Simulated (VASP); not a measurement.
BeS:

```
Be S
1.0
     0.00000    2.43792    2.43792
     2.43792    0.00000    2.43792
     2.43792    2.43792    0.00000
Be S
1 1
Direct
  0.00000 0.00000 0.00000
  0.25000 0.25000 0.25000
```

| Item | Value |
| --- | --- |
| Program | VASP 6.6.1 |
| Task | relaxation of cell and atoms |
| Functional | LDA |
| Potentials or basis | VASP PAW LDA potentials, release 64 (Be, S) |
| Cutoff | 600 eV |
| k mesh | 8 × 8 × 8 |
| Occupations | gaussian, width 0.02 eV |
| Spin | no spin polarisation |

At the start: pressure -4.5 GPa; volume 14.49 Å³/atom.

Problem. Where does the relaxation end?

Solution. Over 3 steps the energy falls by 10.1 meV/atom and the volume is 13.80 Å³/atom (-4.8 %); space group F-43m (No. 216, to 0.05 Å).

The path:
| step | energy change (eV) | largest force (eV/Å) | pressure (GPa) | volume (Å³) |
| --- | --- | --- | --- | --- |
| 1 | 0.0000 | 0.0000 | -4.53 | 28.98 |
| 2 | -0.0191 | 0.0000 | 1.16 | 27.30 |
| 3 | -0.0202 | 0.0000 | 0.02 | 27.60 |

Final structure:
```yaml
crystal:
  lattice:
    - [0.00000, 2.39861, 2.39861]
    - [2.39861, 0.00000, 2.39861]
    - [2.39861, 2.39861, 0.00000]
  atoms:
    - { symbol: Be, position: [0.00000, 0.00000, 0.00000] }
    - { symbol: S, position: [0.25000, 0.25000, 0.25000] }
```
